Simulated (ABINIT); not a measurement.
# CdTe (F-43m) in ABINIT: single point with LDA

Aim: the single point of CdTe with LDA.

Program: ABINIT 10.8.3 (patched build). These are calculated values, not measurements. Logs are shortened: lines on timing, memory, paths and dates and some standing lists are left out, and cuts for length are marked. The log counts tension as positive stress, the text compression.

**What was measured.**

A printed reference work, data compilation reports, for a bulk crystal of CdTe at 0 K: band gap 1.607 eV.

How close the calculation comes is told below.

## Step 1: The crystal as given

The structure is cubic, space group F-43m (No. 216). The conventional cell has a = 6.410 Å, b = 6.410 Å, c = 6.410 Å, α = 90.00°, β = 90.00°, γ = 90.00°. Te (site symmetry -43m) has 4 Cd at 2.78 Å as nearest neighbours. Cd (site symmetry -43m) has 4 Te at 2.78 Å as nearest neighbours.

## Step 2: Single point, LDA

run.abi

```
# Pseudopotentials
pp_dirpath "./"
pseudos "Te.upf, Cd.upf"

# Structure
acell 3*1.0 Angstrom
rprim
     0.0000000000     3.2050000000     3.2050000000
     3.2050000000     0.0000000000     3.2050000000
     3.2050000000     3.2050000000     0.0000000000
ntypat 2
znucl 52 48
natom 2
typat 1 2
xcart
     9.0848583441     9.0848583441     9.0848583441
     0.0000000000     0.0000000000     0.0000000000

# Plane-wave basis
ecut 47.0

# k points
kptopt 1
ngkpt 5 5 5
nshiftk 1
shiftk 0.0 0.0 0.0

# Exchange and correlation
ixc 7

# Bands and occupations
nband 22
occopt 3
tsmear 0.05 eV

# SCF cycle
nstep 100
tolvrs 1.0e-10

# Output
iomode 3
prtwf 0
prteig 0
prtebands 0
prtvol 2
prtden 1
prtvha 1
prtvclmb 1
prtpot 1
prtelf 1
```

Potentials or basis: PseudoDojo NC SR LDA v0.4.1 standard.

Command:

```sh
> mpirun --bind-to none -np 4 abinit run.abi > log 2>&1
```

run.abo:

```text
.Version 10.8.3 of ABINIT
 Symmetries : space group F-4 3 m (#216); Bravais cF (face-center cubic)
================================================================================
 Values of the parameters that define the memory need of the present run
     intxc =       0    ionmov =       0      iscf =       7    lmnmax =       6
     lnmax =       6     mgfft =      54  mpssoang =       3    mqgrid =    3001
     natom =       2  nloc_mem =       1    nspden =       1   nspinor =       1
    nsppol =       1      nsym =      24    n1xccc =    2501    ntypat =       2
    occopt =       3   xclevel =       1
       mpw =        6854          nfft =      157464          nkpt =          10
================================================================================
================================================================================

--------------------------------------------------------------------------------
------------- Echo of variables that govern the present computation ------------
--------------------------------------------------------------------------------
 -outvars: echo values of preprocessed input variables --------
            acell      1.8897261259E+00  1.8897261259E+00  1.8897261259E+00 Bohr
              amu      1.27600000E+02  1.12411000E+02
             ecut      4.70000000E+01 Hartree
              ixc           7
         kptrlatt        5    0    0      0    5    0      0    0    5
          kptrlen      4.28264330E+01
            natom           2
            nband          22
            ngfft          54      54      54
             nkpt          10
            nstep         100
             nsym          24
           ntypat           2
           occopt           3
        prtebands           0
           prteig           0
           prtelf           1
           prtpot           1
         prtvclmb           1
           prtvha           1
           prtvol           2
            prtwf           0
            rprim      0.0000000000E+00  3.2050000000E+00  3.2050000000E+00
                       3.2050000000E+00  0.0000000000E+00  3.2050000000E+00
                       3.2050000000E+00  3.2050000000E+00  0.0000000000E+00
          spgroup         216
           tolvrs      1.00000000E-10
           tsmear      1.83746611E-03 Hartree
            typat      1  2
           xangst      4.8074999967E+00  4.8074999967E+00  4.8074999967E+00
                      -3.2817789017E-09 -3.2817791686E-09 -3.2817791686E-09
            xcart      9.0848583441E+00  9.0848583441E+00  9.0848583441E+00
                      -6.2016633300E-09 -6.2016638343E-09 -6.2016638343E-09
             xred      7.4999999949E-01  7.4999999949E-01  7.4999999949E-01
                      -5.1197807105E-10 -5.1197798778E-10 -5.1197798778E-10
            znucl       52.00000   48.00000

================================================================================

 chkinp: Checking input parameters for consistency.

================================================================================
== DATASET  1 ==================================================================

--- !DatasetInfo
iteration_state: {dtset: 1, }
dimensions: {natom: 2, nkpt: 10, mband: 22, nsppol: 1, nspinor: 1, nspden: 1, mpw: 6854, }
cutoff_energies: {ecut:  47.0, pawecutdg:  -1.0, }
electrons: {nelect:   3.60000000E+01, charge:   0.00000000E+00, occopt:   3.00000000E+00, tsmear:   1.83746611E-03, }
meta: {optdriver: 0, ionmov: 0, optcell: 0, iscf: 7, paral_kgb: 0, }
...

 Exchange-correlation functional for the present dataset will be:
  LDA: Perdew-Wang 92 LSD fit to Ceperley-Alder data - ixc=7
  J.P.Perdew and Y.Wang, PRB 45, 13244 (1992)

 Real(R)+Recip(G) space primitive vectors, cartesian coordinates (Bohr,Bohr^-1):
 R(1)=  0.0000000  6.0565722  6.0565722  G(1)= -0.0825549  0.0825549  0.0825549
[... 117 lines left out ...]
  2.13E-14 1.42E-14 2.05E-14 2.05E-14 3.57E-17 4.09E-17 4.08E-17 7.82E-18
  5.86E-18 3.10E-14 6.22E-14 6.23E-14 9.18E-14 5.61E-14 1.96E-14 6.88E-14
  5.16E-14 5.17E-14 5.23E-14 4.46E-14 3.93E-14 5.22E-09
   0.4000  0.2000  0.0000    1  4.83157E-12 kpt; spin; max resid(k); each band:
[... 8 lines left out ...]
  2.25E-14 1.14E-14 1.63E-14 2.12E-14 3.05E-17 3.87E-17 4.01E-17 6.68E-18
  8.89E-18 5.06E-14 6.87E-14 6.63E-14 4.71E-14 3.86E-14 6.60E-14 6.26E-14
  4.22E-14 5.89E-14 2.93E-14 6.82E-14 5.37E-14 1.10E-12
   0.4000  0.4000  0.0000    1  2.82518E-06 kpt; spin; max resid(k); each band:
  2.40E-14 1.14E-14 9.34E-15 1.88E-14 2.47E-17 4.00E-17 4.01E-17 1.84E-17
  3.38E-18 8.52E-14 3.51E-14 4.34E-14 6.49E-14 1.28E-14 1.14E-13 6.04E-14
  2.80E-14 2.94E-14 4.07E-14 5.02E-14 2.83E-06 2.81E-13
  -0.4000  0.4000  0.0000    1  4.81557E-05 kpt; spin; max resid(k); each band:
  2.38E-14 1.26E-14 1.83E-14 1.31E-14 2.46E-17 3.74E-17 4.01E-17 1.25E-17
  7.68E-18 9.66E-14 5.24E-14 4.30E-14 6.02E-14 1.79E-14 1.05E-13 4.07E-14
  2.91E-14 3.14E-14 4.75E-14 4.63E-14 5.43E-09 4.82E-05
  -0.4000  0.4000  0.2000    1  2.71099E-07 kpt; spin; max resid(k); each band:
  2.38E-14 1.28E-14 1.33E-14 1.29E-14 2.59E-17 3.76E-17 4.05E-17 7.18E-18
  7.94E-18 9.05E-14 6.73E-14 5.18E-14 7.74E-14 2.43E-14 9.87E-14 4.14E-14
  3.28E-14 3.53E-14 4.43E-14 4.12E-14 1.40E-13 2.71E-07
 reduced coordinates (array xred) for    2 atoms
       0.749999999488      0.749999999488      0.749999999488
      -0.000000000512     -0.000000000512     -0.000000000512
 rms dE/dt=  6.8704E-30; max dE/dt=  1.6829E-29; dE/dt below (all hartree)
    1       0.000000000000      0.000000000000      0.000000000000
    2       0.000000000000      0.000000000000      0.000000000000

 cartesian coordinates (angstrom) at end:
    1      4.80749999671822     4.80749999671822     4.80749999671822
    2     -0.00000000328178    -0.00000000328178    -0.00000000328178

 cartesian forces (hartree/bohr) at end:
    1     -0.00000000000000     0.00000000000000    -0.00000000000000
    2      0.00000000000000    -0.00000000000000     0.00000000000000
 frms,max,avg= 6.9465995E-31 6.9465995E-31   0.000E+00  0.000E+00  0.000E+00 h/b

 cartesian forces (eV/Angstrom) at end:
    1     -0.00000000000000     0.00000000000000    -0.00000000000000
    2      0.00000000000000    -0.00000000000000     0.00000000000000
 frms,max,avg= 3.5720851E-29 3.5720851E-29   0.000E+00  0.000E+00  0.000E+00 e/A
 length scales=  1.889726125908  1.889726125908  1.889726125908 bohr
              =  1.000000000000  1.000000000000  1.000000000000 angstroms
 Fermi (or HOMO) energy (hartree) =   0.16549   Average Vxc (hartree)=  -0.35194
 Eigenvalues (hartree) for nkpt=  10  k points:
 kpt#   1, nband= 22, wtk=  0.00800, kpt=  0.0000  0.0000  0.0000 (reduced coord)
  -3.59485   -2.16712   -2.16712   -2.16712   -1.17212   -1.17212   -1.17212   -1.17177
  -1.17177   -0.26813   -0.15469   -0.15469   -0.15469   -0.14406   -0.14406    0.15338
   0.15338    0.15338    0.17556    0.31920    0.31920    0.31920
      occupation numbers for kpt#   1
   2.00000    2.00000    2.00000    2.00000    2.00000    2.00000    2.00000    2.00000
   2.00000    2.00000    2.00000    2.00000    2.00000    2.00000    2.00000    1.99726
   1.99726    1.99726    0.00829    0.00000    0.00000    0.00000
 kpt#   2, nband= 22, wtk=  0.06400, kpt=  0.2000  0.0000  0.0000 (reduced coord)
  -3.59485   -2.16712   -2.16712   -2.16712   -1.17212   -1.17212   -1.17212   -1.17177
  -1.17177   -0.26256   -0.15365   -0.15365   -0.15014   -0.14411   -0.14411    0.06966
   0.14114    0.14114    0.22075    0.33083    0.33607    0.33607
      occupation numbers for kpt#   2
   2.00000    2.00000    2.00000    2.00000    2.00000    2.00000    2.00000    2.00000
   2.00000    2.00000    2.00000    2.00000    2.00000    2.00000    2.00000    2.00000
   2.00000    2.00000    0.00000    0.00000    0.00000    0.00000
 kpt#   3, nband= 22, wtk=  0.06400, kpt=  0.4000  0.0000  0.0000 (reduced coord)
[... 48 lines left out ...]
  -3.59485   -2.16712   -2.16712   -2.16712   -1.17214   -1.17210   -1.17210   -1.17177
  -1.17175   -0.24723   -0.14979   -0.14858   -0.14653   -0.14329   -0.12358   -0.01111
   0.05767    0.08808    0.25063    0.29665    0.43030    0.44358
      occupation numbers for kpt#   9
   2.00000    2.00000    2.00000    2.00000    2.00000    2.00000    2.00000    2.00000
   2.00000    2.00000    2.00000    2.00000    2.00000    2.00000    2.00000    2.00000
   2.00000    2.00000    0.00000    0.00000    0.00000    0.00000
 kpt#  10, nband= 22, wtk=  0.19200, kpt= -0.4000  0.4000  0.2000 (reduced coord)
  -3.59484   -2.16712   -2.16712   -2.16712   -1.17213   -1.17211   -1.17210   -1.17177
  -1.17176   -0.24831   -0.15007   -0.14983   -0.14558   -0.14375   -0.12563   -0.00511
   0.06051    0.08499    0.29579    0.30894    0.34624    0.43233
      occupation numbers for kpt#  10
   2.00000    2.00000    2.00000    2.00000    2.00000    2.00000    2.00000    2.00000
   2.00000    2.00000    2.00000    2.00000    2.00000    2.00000    2.00000    2.00000
   2.00000    2.00000    0.00000    0.00000    0.00000    0.00000
 Total charge density [el/Bohr^3]
)     Maximum=    2.5655E+00  at reduced coord.    0.0926    0.9630    0.9815
)Next maximum=    2.5655E+00  at reduced coord.    0.9630    0.0926    0.9815
)     Minimum=    1.1823E-03  at reduced coord.    0.2593    0.2407    0.2407
)Next minimum=    1.1823E-03  at reduced coord.    0.2407    0.2593    0.2407
   Integrated=    3.6000E+01

--- !EnergyTerms
iteration_state     : {dtset: 1, }
comment             : Components of total free energy in Hartree
kinetic             :  1.18074550915666E+02
hartree             :  9.37135629336895E+01
xc                  : -4.83319554639602E+01
Ewald energy        : -1.45334209090324E+02
psp_core            :  4.82277388209633E+00
local_psp           : -2.77877895062300E+02
non_local_psp       : -2.50107553434712E+01
internal            : -2.79943927228603E+02
'-kT*entropy'       : -1.71991875077495E-06
total_energy        : -2.79943928948522E+02
total_energy_eV     : -7.61766237783569E+03
band_energy         : -3.34590320495786E+01
...

 Cartesian components of stress tensor (hartree/bohr^3)
  sigma(1 1)=  4.78150312E-06  sigma(3 2)=  0.00000000E+00
  sigma(2 2)=  4.78150312E-06  sigma(3 1)=  0.00000000E+00
  sigma(3 3)=  4.78150312E-06  sigma(2 1)=  0.00000000E+00

-Cartesian components of stress tensor (GPa)         [Pressure= -1.4068E-01 GPa]
- sigma(1 1)=  1.40676679E-01  sigma(3 2)=  0.00000000E+00
- sigma(2 2)=  1.40676679E-01  sigma(3 1)=  0.00000000E+00
- sigma(3 3)=  1.40676679E-01  sigma(2 1)=  0.00000000E+00

== END DATASET(S) ==============================================================
================================================================================

 -outvars: echo values of variables after computation  --------
            acell      1.8897261259E+00  1.8897261259E+00  1.8897261259E+00 Bohr
           etotal     -2.7994392895E+02
            fcart     -6.9465994938E-31  6.9465994938E-31 -6.9465994938E-31
                       6.9465994938E-31 -6.9465994938E-31  6.9465994938E-31
            rprim      0.0000000000E+00  3.2050000000E+00  3.2050000000E+00
                       3.2050000000E+00  0.0000000000E+00  3.2050000000E+00
                       3.2050000000E+00  3.2050000000E+00  0.0000000000E+00
           strten      4.7815031191E-06  4.7815031191E-06  4.7815031191E-06
                       0.0000000000E+00  0.0000000000E+00  0.0000000000E+00
           xangst      4.8074999967E+00  4.8074999967E+00  4.8074999967E+00
                      -3.2817789017E-09 -3.2817791686E-09 -3.2817791686E-09
             xred      7.4999999949E-01  7.4999999949E-01  7.4999999949E-01
                      -5.1197807105E-10 -5.1197798778E-10 -5.1197798778E-10
 Calculation completed.
```

Wall time 33 s (4 MPI ranks of Intel Xeon Platinum 8175M at 2.50GHz (Skylake/Cascade Lake), shared host); peak memory 0.4 GiB.

Results:

| Property | Result |
| --- | --- |
| Free energy | -7617.6624 eV |
| Band gap on the k mesh | 0.60 eV, direct |
| Valence electrons inside the program's atomic spheres | Te 11.98; Cd 17.16 |

Caveat: the cutoff is too short for stress, so the log's stress isn't used; spin-orbit coupling is left out, which moves the levels of the heavy elements.

## Step 3: How close it comes

Step 2. Against the measured gap of CdTe, 1.607 eV (0 K; a printed reference work, data compilation), the calculated 0.60 eV is off by -1.00 eV. So large a miss can be the level of theory's own, or it may mean another phase, state or a wrong row. Spin-orbit coupling on Cd, Te is left out. The value is that of LDA, without temperature or zero-point motion. Semilocal functionals fall short of measured gaps as a rule.
